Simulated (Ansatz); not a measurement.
Worked example: vertical ionisation energy of C6H7N (aniline)

C6H7N: 14 atoms, total charge 0, spin state singlet. SMILES: `Nc1ccccc1`. Geometry: relaxed at PBE0-D4/def2-TZVP. This is one conformer, not always the lowest.

Both states at this one shape; open shells run unrestricted unless said. 1 Eh = 27.2114 eV.

```tsv
level	program	singlet C6H7N (Eh)	doublet C6H7N+ (Eh)	HOMO of the first (eV)
PBE0/6-31G* (spherical functions)	Ansatz	-287.254631	-286.975685	-5.62
B3LYP/6-31G* (Cartesian functions)	Ansatz	-287.601034	-287.324264	-5.35
```

Task: Work out the vertical ionisation energy at each level.

Result: 
1. PBE0/6-31G* (spherical functions): -286.975685 − (-287.254631) = 0.278946 Eh = 7.59 eV; −ε(HOMO) = 5.62 eV.
2. B3LYP/6-31G* (Cartesian functions): -287.324264 − (-287.601034) = 0.276770 Eh = 7.53 eV; −ε(HOMO) = 5.35 eV.

No measured value is set beside it here; the levels span 7.53 to 7.59 eV.
